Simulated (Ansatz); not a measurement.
# Si16H5O: the cost of one run

All numbers below are computed with Ansatz 0.2.0 (DFT PBEsol, plane waves, PAW, scalar-relativistic, collinear spin).

### 1 The structure to begin with

The cell holds 22 atoms (H5OSi16): a = 7.679 Å, b = 7.679 Å, c = 17.419 Å, α = 90.00°, β = 90.00°, γ = 60.00°.

Structure file:

```xyz
22
Lattice="7.6792 0.0000 0.0000 3.8396 6.6504 0.0000 0.0000 0.0000 17.4188" Properties=species:S:1:pos:R:3 pbc="T T T"
H     1.9198    1.1084    1.0000
H     5.7594    1.1084    1.0000
H     3.8396    4.4336    1.0000
H     7.6792    4.4336    1.0000
Si    1.9198    1.1084    2.5000
Si    5.7594    1.1084    2.5000
Si    3.8396    4.4336    2.5000
Si    7.6792    4.4336    2.5000
Si    0.0000    2.2168    3.2838
Si    3.8396    2.2168    3.2838
Si    1.9198    5.5420    3.2838
Si    5.7594    5.5420    3.2838
Si    0.0000    2.2168    5.6350
Si    3.8396    2.2168    5.6350
Si    1.9198    5.5420    5.6350
Si    5.7594    5.5420    5.6350
Si    0.0000    0.0000    6.4188
Si    3.8396    0.0000    6.4188
Si    1.9198    3.3252    6.4188
Si    5.7594    3.3252    6.4188
O     6.6372    3.8738    7.9088
H     6.7253    4.1606    8.8388
```

### 2 Relaxing end A

input.yaml reads:

```yaml
crystal:
  lattice:
    - [7.67918, 0.0, 0.0]
    - [3.83959, 6.650365, 0.0]
    - [0.0, 0.0, 17.418765]
  atoms:
    - { symbol: H, position: [0.1666667, 0.1666667, 0.0574094] }
    - { symbol: H, position: [0.6666667, 0.1666667, 0.0574094] }
    - { symbol: H, position: [0.1666667, 0.6666667, 0.0574094] }
    - { symbol: H, position: [0.6666667, 0.6666667, 0.0574094] }
    - { symbol: Si, position: [0.1666667, 0.1666667, 0.1435234] }
    - { symbol: Si, position: [0.6666667, 0.1666667, 0.1435234] }
    - { symbol: Si, position: [0.1666667, 0.6666667, 0.1435234] }
    - { symbol: Si, position: [0.6666667, 0.6666667, 0.1435234] }
    - { symbol: Si, position: [-0.1666667, 0.3333333, 0.1885181] }
    - { symbol: Si, position: [0.3333333, 0.3333333, 0.1885181] }
    - { symbol: Si, position: [-0.1666667, 0.8333333, 0.1885181] }
    - { symbol: Si, position: [0.3333333, 0.8333333, 0.1885181] }
    - { symbol: Si, position: [-0.1666667, 0.3333333, 0.3235024] }
    - { symbol: Si, position: [0.3333333, 0.3333333, 0.3235024] }
    - { symbol: Si, position: [-0.1666667, 0.8333333, 0.3235024] }
    - { symbol: Si, position: [0.3333333, 0.8333333, 0.3235024] }
    - { symbol: Si, position: [0.0, 0.0, 0.3684971] }
    - { symbol: Si, position: [0.5, 0.0, 0.3684971] }
    - { symbol: Si, position: [0.0, 0.5, 0.3684971] }
    - { symbol: Si, position: [0.5, 0.5, 0.3684971] }
    - { symbol: O, position: [0.5730597, 0.5824993, 0.4540371], spin: 1.0 }
    - { symbol: H, position: [0.5629665, 0.6256222, 0.5074278] }
magnetization:
  spin_polarized: true
basis:
  ecutwfc: 420.0
kpoints:
  mp_grid: { grid: [2, 2, 1] }
hamiltonian:
  xc: pbesol
  pseudopotentials: { kind: paw, azcp: { folder: soft_1 } }
scf:
  occupations: { method: gaussian, width: 0.05 }
  lower_state_search: "off"
relax:
  f_tol: 0.03
  max_steps: 60
  adjacent_minimum: "off"
  constraints: [{ sites: [0, 1, 2, 3, 4, 5, 6, 7] }]
output:
  write_density: true
  write_potential: true
  elf: true
  volumetric_format: npy
```

Launch:

```
$ ansatz run input.yaml --threads 2 --pin off --max-ram 5120MiB --backend cpu --events-out ev --progress --plain --runs-dir out
```

**Question.** How long does this run take on 2 threads of Arm Neoverse V2, shared host, and how much memory does it need?

About 3.1 min, with a peak of 1.3 GiB.
